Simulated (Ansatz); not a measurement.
The reference is BeO in the wurtzite structure (space group P6_3mc, No. 186).

```
CELL_PARAMETERS angstrom
      2.69025     0.00000     0.00000
     -1.34512     2.32982     0.00000
      0.00000     0.00000     4.36941
ATOMIC_POSITIONS crystal
  Be 0.66667 0.33333 0.00145
  Be 0.33333 0.66667 0.50145
  O  0.66667 0.33333 0.62375
  O  0.33333 0.66667 0.12375
```

Method: r2SCAN (Ansatz, a program for electronic structure; PAW; 500 eV plane waves; scalar-relativistic without spin-orbit coupling), earlier PAW set.

Before the change:

The band gap is 8.55 eV. The lattice parameter a is 269.0 pm and the electron mass is 0.53 mₑ along c, 0.61 mₑ across (at Γ).

One thing is altered: a hydrostatic pressure of 3 GPa.

What happens to the band gap?

The band gap increases by 0.144 eV (8.55 eV → 8.70 eV).

How does this affect the lattice parameter a?

The lattice parameter a shrinks by 1.17 pm (269.0 pm → 267.9 pm).

Estimate the effect on the electron mass.

The electron mass becomes 0.54 mₑ along c, 0.62 mₑ across (at Γ) (base: 0.53 mₑ along c, 0.61 mₑ across (at Γ)).

Load acts through the strain it causes; cell and atoms are relaxed under it. Effective masses come from finite differences of ±0.01 Å⁻¹. Stability against distortions was not tested.
